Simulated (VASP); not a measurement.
BeS:

```
CELL_PARAMETERS angstrom
0.00000 2.42500 2.42500
2.42500 0.00000 2.42500
2.42500 2.42500 0.00000
ATOMIC_POSITIONS crystal
S 0.75000 0.75000 0.75000
Be 0.00000 0.00000 0.00000
```

Base run:

* Program: VASP 6.6.1
* Functional: r2SCAN
* Potentials or basis: VASP PAW PBE potentials, release 64 (S, Be)
* Cutoff: 520 eV
* k mesh: 9 × 9 × 9
* Occupations: fermi-dirac, width 0.05 eV
* Spin: no spin polarisation

Its results: band gap on the k mesh 3.67 eV, indirect (least direct gap 6.26 eV); pressure 1.4 GPa.

Problem. The run is repeated on the same cell with these changes: functional from r2SCAN to TPSS. What comes out?

Solution. Band gap on the k mesh 3.30 eV, indirect (least direct gap 5.89 eV); pressure 2.1 GPa.

Caveats: the PAW data sets were made with another functional, which shifts forces and pressure a little; the mesh misses the band edges, which the band path finds closer together.
